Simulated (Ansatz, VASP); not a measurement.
**TaN in VASP and in Ansatz**

```
Ta N
1.0
     2.93800    0.00000    0.00000
    -1.46900    2.54438    0.00000
     0.00000    0.00000    2.88300
Ta N
1 1
Cartesian
  0.0000 1.6963 1.4415
  0.0000 0.0000 0.0000
```

Alike in both runs: task single point; functional r2SCAN; k mesh 7 × 7 × 7; occupations gaussian, width 0.05 eV; collinear spin; Hubbard terms Ta d U = 3.0 eV.

```csv
,VASP,Ansatz
version,VASP 6.6.1,Ansatz 0.2.0
potentials or method,"VASP PAW PBE potentials, release 64 (Ta_pv, N)","scalar-relativistic, plane waves, PAW"
plane-wave cutoff (eV),520,500
valence electrons in the cell,16,18
```

```csv
,VASP,Ansatz,Ansatz less VASP
gap on the k mesh at the Fermi level (eV),none,none,-
pressure (GPa),11.2,2.7,-8.51
largest component of the traceless stress (GPa),1.33,0.39,-0.937
net moment per atom (μB),0.00,0.00,0.000
```

The programs project onto different local orbitals, so the same U acts differently. A gap of «none» marks a metal or a gap that the smearing closes. The two sets of potentials don't hold the same shells in valence. Ansatz warned: «filled_band_counts_differ_across_k_points».

Caveats: the PAW data sets were made with another functional, which shifts forces and pressure a little (VASP). The state reached can hang on the start; a lower one may exist. Spin-orbit coupling is left out, which matters for the levels of Ta.
